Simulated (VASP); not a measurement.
# WS2 in VASP: a series of runs, part 3 of 3

VASP 6.6.1. Earlier steps stand in the parts before.

## 5. Electric field gradients, LDA

INCAR

```
ALGO = Normal ; EDIFF = 1E-8
ENCUT = 520 ; ISIF = 2
ISMEAR = 0 ; LASPH = True
LCHARG = False ; LEFG = True
LREAL = False ; LWAVE = False
NELM = 60 ; PREC = Accurate
SIGMA = 0.02
```

KPOINTS

```
k-points
0
Gamma
  10 10 2
```

POSCAR

```
WS2
1.0
    3.1835163552      0.0000000000      0.0000000000
   -1.5917581776      2.7570060369      0.0000000000
    0.0000000000      0.0000000000     16.9505778900
W S
1 2
Direct
    0.0000000000      0.0000000000      0.0000000000
    0.3333333333      0.6666666667      0.0920005100
    0.3333333333      0.6666666667      0.9079994900
```

Potentials or basis: VASP PAW LDA potentials, release 64 (W_sv, S).

On the command line:

```sh
cat potpaw_LDA.64/W_sv/POTCAR potpaw_LDA.64/S/POTCAR > POTCAR
mpirun -np 1 vasp_std > vasp.out
```

OUTCAR:

```text
EDIFF = 1E-8
   ENCUT = 520
   ISIF = 2
   ISMEAR = 0
   LASPH = True
   LREAL = False
   NELM = 60
   PREC = Accurate

 ion  position               nearest neighbor table
   1  0.000  0.000  0.000-   2 2.41   3 2.41   2 2.41   3 2.41   2 2.41   3 2.41
   2  0.333  0.667  0.092-   1 2.41   1 2.41   1 2.41
   3  0.333  0.667  0.908-   1 2.41   1 2.41   1 2.41

  LATTYP: Found a hexagonal cell.
 ALAT       =     3.1835163552
 C/A-ratio  =     5.3244827413

  Lattice vectors:

 A1 = (   3.1835163552,   0.0000000000,   0.0000000000)
 A2 = (  -1.5917581776,   2.7570060369,   0.0000000000)
 A3 = (   0.0000000000,   0.0000000000,  16.9505778900)

Analysis of symmetry for initial positions (statically):
=====================================================================
 Subroutine PRICEL returns:
 Original cell was already a primitive cell.

 Routine SETGRP: Setting up the symmetry group for a
 hexagonal supercell.

 Subroutine GETGRP returns: Found 12 space group operations
 (whereof 12 operations were pure point group operations)
 out of a pool of 24 trial point group operations.

The static configuration has the point symmetry D_3h.

Analysis of symmetry for dynamics (positions and initial velocities):
=====================================================================
 Subroutine PRICEL returns:
 Original cell was already a primitive cell.

 Routine SETGRP: Setting up the symmetry group for a
 hexagonal supercell.

 Subroutine GETGRP returns: Found 12 space group operations
 (whereof 12 operations were pure point group operations)
 out of a pool of 24 trial point group operations.

The dynamic configuration has the point symmetry D_3h.

 Subroutine INISYM returns: Found 12 space group operations
 (whereof 12 operations are pure point group operations),
 and found     1 'primitive' translations

----------------------------------------------------------------------------------------

                                     Primitive cell

  volume of cell :     148.7748

  direct lattice vectors                    reciprocal lattice vectors
     3.183516355  0.000000000  0.000000000     0.314118066  0.181356150  0.000000000
    -1.591758178  2.757006037  0.000000000     0.000000000  0.362712300  0.000000000
     0.000000000  0.000000000 16.950577890     0.000000000  0.000000000  0.058995039

  length of vectors
     3.183516355  3.183516355 16.950577890     0.362712300  0.362712300  0.058995039

  position of ions in fractional coordinates (direct lattice)
     0.000000000  0.000000000  0.000000000
     0.333333333  0.666666667  0.092000510
     0.333333333  0.666666667  0.907999490

  ion indices of the primitive-cell ions
   primitive index   ion index
                 1           1
                 2           2
                 3           3

----------------------------------------------------------------------------------------

 KPOINTS: k-points

Automatic generation of k-mesh.
[... 79 lines left out ...]
   EMIN   =  10.00;   EMAX   =-10.00  energy-range for DOS
   EFERMI =   0.00;   METHOD = LEGACY
   ISMEAR =     0;   SIGMA  =   0.02  broadening in eV -4-tet -1-fermi 0-gaus
   EFERMI_NEDOS =   21; number of points for ismear=-14 and -15
   IALGO  =     38    algorithm
   IMIX   =      4    mixing-type and parameters
     AMIX     =   0.40;   BMIX     =  1.00
     AMIX_MAG =   1.60;   BMIX_MAG =  1.00
  volume/ion in A,a.u.               =      49.59       334.66
  Fermi-wavevector in a.u.,A,eV,Ry     =   0.915285  1.729637 11.398226  0.837746
  Thomas-Fermi vector in A             =   2.040009
   LORBIT       =      0    0 simple, 1 ext, 2 COOP (PROOUT), +10 PAW based schemes
   GGA     = CA    functional components
   LHFCALC =     F    Hartree Fock is set to
   AEXX    =    0.0000 exact exchange contribution
   IVDW    =     0    specifies the selected vdW correction
   LEPSILON=     F    determine dielectric tensor
   LRPA    =     F    only Hartree local field effects (RPA)
 non-spin polarized calculation
 Gauss-broadening in eV      SIGMA  =   0.02
  energy-cutoff  :      520.00
  volume of cell :      148.77
 maximum number of plane-waves:      4035
 NGX is ok and might be reduce to    24
   NGX = 11   NGY = 11   NGZ = 63

 number of electron      25.9999999 magnetization

 Free energy of the ion-electron system (eV)
  ---------------------------------------------------
  ext. energy  EPLUGINS =         0.00000000
  ---------------------------------------------------
  free energy    TOTEN  =       -26.11654936 eV

  energy without entropy =      -26.11654936  energy(sigma->0) =      -26.11654936

 E-fermi :  -1.2643     XC(G=0):  -4.6336

 val. band max:       -1.4529009387   @ k =   0.0000   0.0000   0.5000
 cond. band min:       0.5362010537   @ k =   0.3000   0.3000   0.0000
 fundamental gap:      1.9891019924
 Fermi energy:        -1.2642773396

 k-point     1 :       0.0000    0.0000    0.0000
  band No.  band energies     occupation
      1     -74.9872      2.00000
      2     -39.4951      2.00000
      3     -39.3360      2.00000
      4     -39.3360      2.00000
      5     -16.1091      2.00000
      6     -14.4282      2.00000
[... 457 lines left out ...]
      4     -39.4324      2.00000
      5     -13.9795      2.00000
      6     -13.6951      2.00000
[... 9 lines left out ...]
     16       2.6317      0.00000
     17       3.0762      0.00000

 [... further k-points ...]

------------------------ aborting loop because EDIFF is reached ----------------------------------------

  FORCE on cell =-STRESS in cart. coord.  units (eV):
  Direction    XX          YY          ZZ          XY          YZ          ZX
  --------------------------------------------------------------------------------------
  -------------------------------------------------------------------------------------
  Total       -2.1419231     -2.1419231     -1.1441814     -0.0000000      0.0000000     -0.0000000
  in kB      -23.0666826    -23.0666826    -12.3218565     -0.0000000      0.0000000     -0.0000000
  external PRESSURE =     -19.4850739 kB  Pullay stress =       0.0000000 kB

 VOLUME and BASIS-vectors are now :
 -----------------------------------------------------------------------------
  energy-cutoff  :      520.00
  volume of cell :      148.77
      direct lattice vectors                 reciprocal lattice vectors
     3.183516355  0.000000000  0.000000000     0.314118066  0.181356150  0.000000000
    -1.591758178  2.757006037  0.000000000     0.000000000  0.362712300  0.000000000
     0.000000000  0.000000000 16.950577890     0.000000000  0.000000000  0.058995039

 POSITION                                       TOTAL-FORCE (eV/Angst)
 -----------------------------------------------------------------------------------
      0.00000      0.00000      0.00000         0.000000      0.000000      0.000000
     -0.00000      1.83800      1.55946        -0.000000      0.000000     -0.357750
     -0.00000      1.83800     15.39112        -0.000000     -0.000000      0.357750
 -----------------------------------------------------------------------------------
    total drift:                                0.000000     -0.000000     -0.000000

  FREE ENERGIE OF THE ION-ELECTRON SYSTEM (eV)
  ---------------------------------------------------
  free  energy   TOTEN  =       -26.1165493595 eV

  energy  without entropy=      -26.1165493595  energy(sigma->0) =      -26.11654936

 Electric field gradients (V/A^2)
---------------------------------------------------------------------
 ion       V_xx      V_yy      V_zz      V_xy      V_xz      V_yz
---------------------------------------------------------------------
   1      82.149    82.149  -164.297     0.000     0.000    -0.000
   2      26.091    26.092   -52.183     0.001     0.000    -0.000
   3      26.091    26.092   -52.183     0.001    -0.000     0.000
---------------------------------------------------------------------

 Electric field gradients after diagonalization (V/A^2)
 (convention: |V_zz| > |V_xx| > |V_yy|)
----------------------------------------------------------------------
 ion       V_xx      V_yy      V_zz     asymmetry (V_yy - V_xx)/ V_zz
----------------------------------------------------------------------
   1      82.149    82.148  -164.297       0.000
   2      26.092    26.091   -52.183       0.000
   3      26.092    26.091   -52.183       0.000
----------------------------------------------------------------------

           NMR quadrupolar parameters

 Cq : quadrupolar parameter    Cq=e*Q*V_zz/h
 eta: asymmetry parameters     (V_yy - V_xx)/ V_zz
 Q  : nuclear electric quadrupole moment in mb (millibarn)
----------------------------------------------------------------------
 ion       Cq(MHz)       eta       Q (mb)
----------------------------------------------------------------------
   1      -0.397       0.000       1.000
   2      -0.126       0.000       1.000
   3      -0.126       0.000       1.000
----------------------------------------------------------------------
```

stdout:

```text
POSCAR found type information on POSCAR W S
 POSCAR found :  2 types and       3 ions
 scaLAPACK will be used
 LDA part: xc-table for (Slater(with rela. corr.)+CA(PZ))
 , standard interpolation
 POSCAR, INCAR and KPOINTS ok, starting setup
 FFT: planning ... GRIDC
 FFT: planning ... GRID_SOFT
 FFT: planning ... GRID
 WAVECAR not read
 entering main loop
ion   1

ion   2

ion   3
```

It took 1.9 min on 1 thread of Intel Xeon Platinum 8488C (Sapphire Rapids), shared host; peak memory 0.24 GiB.

Results:

```
Free energy            : -26.1165 eV
Largest force          : 0.358 eV/Å
Band gap on the k mesh : 1.99 eV, indirect (least direct gap 2.15 eV)
```

Forces in eV/Å, atoms in the order of the input:
```
W    0.000  0.000  0.000
S    0.000  0.000 -0.358
S    0.000  0.000  0.358
```

Electric field gradients, principal values (V/Å²):
| atom | Vxx | Vyy | Vzz |
| --- | --- | --- | --- |
| 1 W | 82.148 | 82.149 | -164.297 |
| 2 S | 26.091 | 26.092 | -52.183 |
| 3 S | 26.091 | 26.092 | -52.183 |

Caveat: spin-orbit coupling is left out, which moves the levels of the heavy elements.

## 6. Core levels, LDA

INCAR

```
ALGO     = Normal         # electronic algorithm
EDIFF    = 1E-7           # SCF threshold, eV
ENCUT    = 520            # plane-wave cutoff, eV
ICORELEVEL= 1            
ISIF     = 2              # what is computed and relaxed
ISMEAR   = 0              # smearing method
LASPH    = True           # aspherical terms in the spheres
LCHARG   = False          # write CHGCAR
LREAL    = False          # projectors in reciprocal space
LWAVE    = False          # write WAVECAR
NELM     = 60             # most SCF steps
PREC     = Accurate       # precision mode
SIGMA    = 0.02           # smearing width, eV
```

KPOINTS is that of step 5.

POSCAR is that of step 5.

Potentials or basis: VASP PAW LDA potentials, release 64 (W_sv, S).

On the command line:

```sh
cat potpaw_LDA.64/W_sv/POTCAR potpaw_LDA.64/S/POTCAR > POTCAR
mpirun -np 1 vasp_std > vasp.out
```

OUTCAR:

```text
EDIFF = 1E-7
   ENCUT = 520
   ISIF = 2
   ISMEAR = 0
   LASPH = True
   LREAL = False
   NELM = 60
   PREC = Accurate

 ion  position               nearest neighbor table
   1  0.000  0.000  0.000-   2 2.41   3 2.41   2 2.41   3 2.41   2 2.41   3 2.41
   2  0.333  0.667  0.092-   1 2.41   1 2.41   1 2.41
   3  0.333  0.667  0.908-   1 2.41   1 2.41   1 2.41

  LATTYP: Found a hexagonal cell.
 ALAT       =     3.1835163552
 C/A-ratio  =     5.3244827413

  Lattice vectors:

 A1 = (   3.1835163552,   0.0000000000,   0.0000000000)
 A2 = (  -1.5917581776,   2.7570060369,   0.0000000000)
 A3 = (   0.0000000000,   0.0000000000,  16.9505778900)

Analysis of symmetry for initial positions (statically):
=====================================================================
 Subroutine PRICEL returns:
 Original cell was already a primitive cell.

 Routine SETGRP: Setting up the symmetry group for a
 hexagonal supercell.

 Subroutine GETGRP returns: Found 12 space group operations
 (whereof 12 operations were pure point group operations)
[... 174 lines left out ...]

 E-fermi :  -1.2643     XC(G=0):  -4.6341

 val. band max:       -1.4529002976   @ k =   0.0000   0.0000   0.5000
 cond. band min:       0.5362004566   @ k =   0.3000   0.3000   0.0000
 fundamental gap:      1.9891007543
 Fermi energy:        -1.2642781443

 k-point     1 :       0.0000    0.0000    0.0000
  band No.  band energies     occupation
      1     -74.9872      2.00000
      2     -39.4951      2.00000
      3     -39.3360      2.00000
      4     -39.3360      2.00000
      5     -16.1091      2.00000
      6     -14.4282      2.00000
[... 272 lines left out ...]
 k-point    15 :       0.0000    0.0000    0.5000
  band No.  band energies     occupation
      1     -74.9872      2.00000
      2     -39.4951      2.00000
      3     -39.3360      2.00000
      4     -39.3360      2.00000

------------------------ aborting loop because EDIFF is reached ----------------------------------------

  FORCE on cell =-STRESS in cart. coord.  units (eV):
  Direction    XX          YY          ZZ          XY          YZ          ZX
  --------------------------------------------------------------------------------------
  -------------------------------------------------------------------------------------
  Total       -2.1419209     -2.1419209     -1.1441469      0.0000000      0.0000000      0.0000000
  in kB      -23.0666590    -23.0666590    -12.3214851      0.0000000      0.0000000      0.0000000
  external PRESSURE =     -19.4849343 kB  Pullay stress =       0.0000000 kB

 VOLUME and BASIS-vectors are now :
 -----------------------------------------------------------------------------
  energy-cutoff  :      520.00
  volume of cell :      148.77
      direct lattice vectors                 reciprocal lattice vectors
     3.183516355  0.000000000  0.000000000     0.314118066  0.181356150  0.000000000
    -1.591758178  2.757006037  0.000000000     0.000000000  0.362712300  0.000000000
     0.000000000  0.000000000 16.950577890     0.000000000  0.000000000  0.058995039

 POSITION                                       TOTAL-FORCE (eV/Angst)
 -----------------------------------------------------------------------------------
      0.00000      0.00000      0.00000         0.000000      0.000000      0.000000
     -0.00000      1.83800      1.55946        -0.000000      0.000000     -0.357743
     -0.00000      1.83800     15.39112        -0.000000     -0.000000      0.357743
 -----------------------------------------------------------------------------------
    total drift:                                0.000000     -0.000000     -0.000000

  FREE ENERGIE OF THE ION-ELECTRON SYSTEM (eV)
  ---------------------------------------------------
  free  energy   TOTEN  =       -26.1165493569 eV

  energy  without entropy=      -26.1165493569  energy(sigma->0) =      -26.11654936
```

stdout:

```text
POSCAR found type information on POSCAR W S
 POSCAR found :  2 types and       3 ions
 scaLAPACK will be used
 LDA part: xc-table for (Slater(with rela. corr.)+CA(PZ))
 , standard interpolation
 POSCAR, INCAR and KPOINTS ok, starting setup
 FFT: planning ... GRIDC
 FFT: planning ... GRID_SOFT
 FFT: planning ... GRID
 WAVECAR not read
 entering main loop
```

Wall time 1.7 min (1 thread of Intel Xeon Platinum 8488C (Sapphire Rapids), shared host); peak memory 0.24 GiB.

Results:

* Free energy: -26.1165 eV
* Largest force: 0.358 eV/Å
* Band gap on the k mesh: 1.99 eV, indirect (least direct gap 2.15 eV)

Forces in eV/Å, atoms in the order of the input:
```
W    0.000  0.000  0.000
S    0.000  0.000 -0.358
S    0.000  0.000  0.358
```

Levels at points of the mesh, in eV from the valence-band top:
| k point | band 11 | band 12 | band 13 | band 14 | band 15 | band 16 |
| --- | --- | --- | --- | --- | --- | --- |
| (0.00, 0.00, 0.00) | -1.63 | -1.63 | 0.00 | 2.90 | 2.90 | 3.10 |
| (0.50, 0.00, 0.00) | -2.04 | -1.22 | -0.87 | 2.82 | 3.29 | 4.04 |
| (0.00, 0.00, 0.50) | -1.63 | -1.63 | 0.00 | 2.90 | 2.90 | 3.10 |
| (0.50, 0.00, 0.50) | -2.04 | -1.22 | -0.87 | 2.82 | 3.29 | 4.04 |

Core levels (eV, on the scale of the bands):
```csv
atom,levels
1 W,"1s -68987.5, 2s -11917.0, 2p -10437.4, 3s -2742.8, 3p -2303.7, 3d -1796.8, 4s -562.0, 4p -417.6, 4d -234.1, 4f -29.9"
2 S,"1s -2388.0, 2s -205.6, 2p -151.5"
3 S,"1s -2388.0, 2s -205.6, 2p -151.5"
```

Caveat: spin-orbit coupling is left out, which moves the levels of the heavy elements.

## 7. For comparison

An earlier run on the cell as given: functional PBEsol; potentials or basis VASP PAW PBE potentials, release 64 (W_sv, S); cutoff 520 eV; k mesh 10 × 10 × 2; occupations fermi-dirac, width 0.05 eV; no spin polarisation.

* Largest force: 0.104 eV/Å
* Band gap on the k mesh: 1.99 eV, indirect (least direct gap 2.15 eV)

## 8. The runs side by side

```csv
task,level,potentials or basis,smearing,k mesh for the DOS,occupations for the DOS,ladder,gap on the mesh (eV),largest force (eV/Å)
Born charges and dielectric tensor,LDA,"VASP PAW LDA potentials, release 64 (W_sv, S)",gaussian 0.02 eV,-,-,-,1.99,-
optical spectrum,LDA,"VASP PAW LDA potentials, release 64 (W_sv, S)",gaussian 0.02 eV,-,-,-,1.99,0.36
density of states,LDA,"VASP PAW LDA potentials, release 64 (W_sv, S)",gaussian 0.02 eV,15 × 15 × 3,tetrahedron,-,-,-
electric field gradients,LDA,"VASP PAW LDA potentials, release 64 (W_sv, S)",gaussian 0.02 eV,-,-,-,1.99,0.36
core levels,LDA,"VASP PAW LDA potentials, release 64 (W_sv, S)",gaussian 0.02 eV,-,-,-,1.99,0.36
single point,PBEsol,"VASP PAW PBE potentials, release 64 (W_sv, S)",fermi-dirac 0.05 eV,-,-,free,1.99,0.10
```

Alike in all rows: no spin polarisation; cell as given; k mesh 10 × 10 × 2; cutoff (eV) 520.

Caveats: spin-orbit coupling is left out, which moves the levels of the heavy elements (some runs); spectra need much finer meshes, so this one isn't converged (some runs); independent-particle spectra lack excitons (some runs); the PAW data sets were made with another functional, which shifts forces and pressure a little (some runs).

Absolute energies hang on the potentials; compare differences alone.
